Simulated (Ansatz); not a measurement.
# Zr: response to strain

Zr is deformed so: equal xy, yz and zx engineering shear strains of +3 %. What stress and forces result, by LAPW, PAW and all-electron datasets made for the crystal?

Program: Ansatz 0.2.0. Level of theory: DFT PBEsol, scalar-relativistic. These are calculated values, not measurements.

## Step 1: The starting structure

It takes space group P6_3/mmc (No. 194, hexagonal). The conventional cell has a = 3.232 Å, b = 3.232 Å, c = 5.147 Å, α = 90.00°, β = 90.00°, γ = 120.00°. Zr (site symmetry -6m2) is surrounded by 12 Zr at 3.18 to 3.23 Å.

Coordinates:

```cif
data_structure
_symmetry_space_group_name_H-M 'P 1'
_symmetry_Int_Tables_number 1
_cell_length_a 3.2320
_cell_length_b 3.2320
_cell_length_c 5.1470
_cell_angle_alpha 90.000
_cell_angle_beta 90.000
_cell_angle_gamma 120.000
_cell_volume 46.56
loop_
_atom_site_label
_atom_site_type_symbol
_atom_site_fract_x
_atom_site_fract_y
_atom_site_fract_z
_atom_site_occupancy
Zr1 Zr 0.33333 0.66667 0.25000 1
Zr2 Zr 0.66667 0.33333 0.75000 1
```

Atoms are numbered in the order of the input: Zr1, Zr2.

## Step 2: The deformed structure

Space group P6_3/mmc before, P-1 after.

## Step 3: All-electron LAPW

Input file input.yaml:

```yaml
crystal:
  lattice:
    - [3.2319982225, 0.0484799733, 0.0484799733]
    - [-1.5740142227, 2.7747525789, 0.0177449018]
    - [0.077205, 0.077205, 5.147]
  atoms:
    - { symbol: Zr, position: [0.3333333333, 0.6666666667, 0.25] }
    - { symbol: Zr, position: [0.6666666667, 0.3333333333, 0.75] }
kpoints:
  mp_grid: { grid: [13, 13, 7] }
  band_path:
    path:
      - [0.0, 0.0, 0.0]
      - [0.0, -0.5, 0.0]
      - [0.0, 0.0, 0.5]
      - [0.0, 0.0, 0.0]
      - [-0.5, 0.0, 0.0]
      - [-0.5, 0.5, -0.5]
      - [0.0, 0.0, 0.0]
      - [-0.5, 0.0, -0.5]
      - [-0.5, 0.5, 0.0]
    npoints: 5
scf:
  occupations: { method: fermi_dirac, width: 0.08 }
hamiltonian:
  xc: pbesol
  pseudopotentials: { kind: all_electron, lapw: { basis_error: 0.001 } }
output:
  forces: true
  stress: true
  eigenvalues: true
```

Command:

```bash
$ ansatz run input.yaml --threads 1 --pin off --max-ram 3072MiB --backend cpu --events-out ev --progress --plain --runs-dir out
```

## Step 4: Frozen-core PAW

Input file input.yaml:

```yaml
crystal:
  lattice:
    - [3.2319982225, 0.0484799733, 0.0484799733]
    - [-1.5740142227, 2.7747525789, 0.0177449018]
    - [0.077205, 0.077205, 5.147]
  atoms:
    - { symbol: Zr, position: [0.3333333333, 0.6666666667, 0.25] }
    - { symbol: Zr, position: [0.6666666667, 0.3333333333, 0.75] }
kpoints:
  mp_grid: { grid: [13, 13, 7] }
scf:
  occupations: { method: fermi_dirac, width: 0.08 }
hamiltonian:
  xc: pbesol
  pseudopotentials: { kind: paw }
output:
  forces: true
  stress: true
  eigenvalues: true
  efg: { contact_densities: true }
```

## Step 5: All-electron PAW on datasets made for the crystal

input.yaml, as its differences from that of step 4:

```diff
@@ -14,3 +14,3 @@
   xc: pbesol
-  pseudopotentials: { kind: paw }
+  pseudopotentials: { kind: all_electron, datasets: crystal }
 output:
```

(Steps that only read results are left out.)

**Question.** What will these runs give? Wanted: pressure; largest shear or deviatoric stress.

The runs gave:

| quantity | value |
| --- | --- |
| pressure | LAPW -3.24, PAW -3.27, crystal datasets -3.24 GPa |
| largest shear or deviatoric stress (LAPW) | 1.21 GPa |

**Reading.** The largest part of the stress beyond the pressure is 1.21 GPa in size, in the xy component; the atoms are carried along and not relaxed. No run of the undeformed cell stands beside it, so the pressure holds what the given cell had before the change. PAW: stress within 0.02 GPa of LAPW, forces within 1 meV/Å. Crystal datasets: stress within 0.01 GPa of LAPW, forces within 1 meV/Å.
